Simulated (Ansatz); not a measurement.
## TiPt$_{3}$ (Pm-3m): electronic heat capacity and spin susceptibility from the density of states

All numbers below come from DFT PBE, scalar-relativistic, plane waves, PAW in Ansatz 0.2.0.

Settings: cutoff 420 eV, Γ-centred mesh 10×10×10 on the computed 4-atom cell, Gaussian smearing of 0.10 eV; no spin polarisation.

Relaxed cell: Pm-3m, a = 3.948 Å, b = 3.948 Å, c = 3.948 Å, α = 90.00°, β = 90.00°, γ = 90.00°, 4 atoms in the primitive cell. Whether it is the stable form of this composition wasn't checked.

The density of states at the Fermi level is 0.813 states/eV in the cell of 4 atoms (1 formula unit; both spins, tetrahedra on a 15×15×15 mesh).

Question: What Sommerfeld coefficient and Pauli susceptibility does this give?

Answer: Per formula unit N(E_F) = 0.813 states/eV. γ = (π²/3) k_B² N(E_F) N_A = 2.357 mJ/(mol K²) per state/eV, so γ = 1.9 mJ/(mol K²), a mole of formula units. χ_P = μ_B² N(E_F) N_A = 3.23×10⁻⁵ emu/mol per state/eV gives 2.6×10⁻⁵ emu/mol. This is the bare band result: a measured γ of the same phase is as a rule larger by a factor 1 + λ from phonons and spin fluctuations, the spin part of χ is larger by the Stoner factor, and a measured χ also holds orbital and core terms. N(E_F) at one energy is sensitive to the mesh where the density of states has sharp peaks.

Spin-orbit coupling is left out, which matters for the bands of heavy elements.

Cost: 1 run of about 0.72 core-minutes, on Arm Neoverse V1 (shared hosts).